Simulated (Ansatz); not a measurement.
Crystal: InAs.

```xyz
2
Lattice="0.0000 3.0180 3.0180 3.0180 0.0000 3.0180 3.0180 3.0180 0.0000" Properties=species:S:1:pos:R:3 pbc="T T T"
In    0.0000    0.0000    0.0000
As    4.5270    4.5270    4.5270
```

Base run:

- Program: Ansatz 0.2.0
- Functional: revPBE
- Potentials or basis: all-electron LAPW, scalar-relativistic
- Cutoff: 283 eV (chosen from the basis error)
- Basis error allowed: 0.001 eV/atom
- k mesh: 8 × 8 × 8
- Occupations: fermi-dirac, width 0.05 eV
- Spin: no spin polarisation

Its results: pressure 5.6 GPa.

Task: After a change of settings the same cell gave: pressure 7.5 GPa. Which change was it?
A. functional from revPBE to BLYP
B. functional from revPBE to PBE; k mesh from 8 × 8 × 8 to 6 × 6 × 6
C. functional from revPBE to LDA
D. functional from revPBE to RPBE

Result: A.
